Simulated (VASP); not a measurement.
Crystal: CuO.

```xyz
2
Lattice="2.8363 0.0000 0.0000 -1.4182 2.4563 0.0000 0.0000 0.0000 2.7681" Properties=species:S:1:pos:R:3 pbc="T T T"
Cu    0.0000    0.0000    0.0000
O     1.4182    0.8188    1.3841
```

Measurements of this composition are mostly on another form, of space group No. 15.

- Program: VASP 6.6.1
- Task: relaxation of cell and atoms
- Functional: revTPSS
- Potentials or basis: VASP PAW PBE potentials, release 64 (Cu, O)
- Cutoff: 600 eV
- k mesh: 11 × 11 × 10
- Occupations: gaussian, width 0.05 eV
- Spin: no spin polarisation

At the start: pressure -6.4 GPa; volume 9.64 Å³/atom.

**Question.** Where does the relaxation end?

**Answer.** Over 7 steps the energy falls by 11.6 meV/atom and the volume is 9.36 Å³/atom (-2.9 %); space group P-6m2 (No. 187, to 0.05 Å).

The path:
| step | energy change (eV) | largest force (eV/Å) | pressure (GPa) | volume (Å³) |
| --- | --- | --- | --- | --- |
| 1 | 0.0000 | 0.0000 | -6.37 | 19.29 |
| 2 | -0.0148 | 0.0000 | 5.40 | 18.23 |
| 3 | -0.0204 | 0.0000 | 0.96 | 18.59 |
| 4 | -0.0204 | 0.0000 | 1.19 | 18.57 |
| 5 | -0.0228 | 0.0000 | 0.61 | 18.67 |
| 6 | -0.0231 | 0.0000 | 0.15 | 18.74 |
| 7 | -0.0232 | 0.0000 | 0.15 | 18.73 |

Final structure:
```
Cu O
1.0
     2.84140    0.00000    0.00000
    -1.42070    2.46072    0.00000
     0.00000    0.00000    2.67835
Cu O
1 1
Direct
  0.00000 0.00000 0.00000
  0.66667 0.33333 0.50000
```

Caveat: the PAW data sets were made with another functional, which shifts forces and pressure a little; an odd number of electrons without spin polarisation forces a metal; a magnetic or distorted state may lie lower; the run has no spin polarisation, though such a crystal can be magnetic.
